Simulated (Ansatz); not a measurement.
**AlN: rattling a relaxed structure**

The cell was found from a structure generator's guess, not taken from experiment.

These are results of Ansatz 0.2.0, DFT PBE, scalar-relativistic, plane waves, PAW, not measurements. Cutoff 420 eV; k points 10×10×10 on the computed 4-atom cell (Γ-centred); Gaussian smearing, width 0.02 eV; no spin polarisation.

The cell below (4 atoms, space group Fdd2 (No. 43)) is relaxed within its symmetry.

```
Al N
1.0
     0.00000    2.81735    4.84455
     1.43388    0.00000    4.84455
     1.43388    2.81735    0.00000
Al N
2 2
Direct
  0.56625 0.56625 0.93375
  0.31625 0.31625 0.68375
  0.68375 0.68375 0.31625
  0.93375 0.93375 0.56625
```

For the test a repeat of it with 8 atoms (edges 3.16, 5.05, 5.14 Å) was strained at random (σ = 1.5 % a component), the atoms were moved at random (σ = 0.10 Å), and all was relaxed again on a coarse 4×4×4 mesh (in the run’s order of axes) with 0.10 eV smearing, with no symmetry imposed.

Question: What happens?

Answer: It doesn't return. The energy falls by 178 meV/atom on that mesh, the volume changes by -13.8 %, and the end has space group Fm-3m (No. 225) at a loose tolerance. Relaxed again on a 10×10×10 mesh with 0.02 eV smearing, the new structure lies 182 meV/atom below the first (mesh in the axes of the run's cell; the cell below is made exact in the group named). Space group Fm-3m (No. 225), cubic, a = 4.071 Å. Al has 6 N at 2.04 Å; around N lie 6 Al at 2.04 Å.

```
CELL_PARAMETERS angstrom
0.00000 2.03532 2.03532
2.03532 0.00000 2.03532
2.03532 2.03532 0.00000
ATOMIC_POSITIONS crystal
Al 0.50000 0.50000 0.50000
N 0.00000 0.00000 0.00000
```
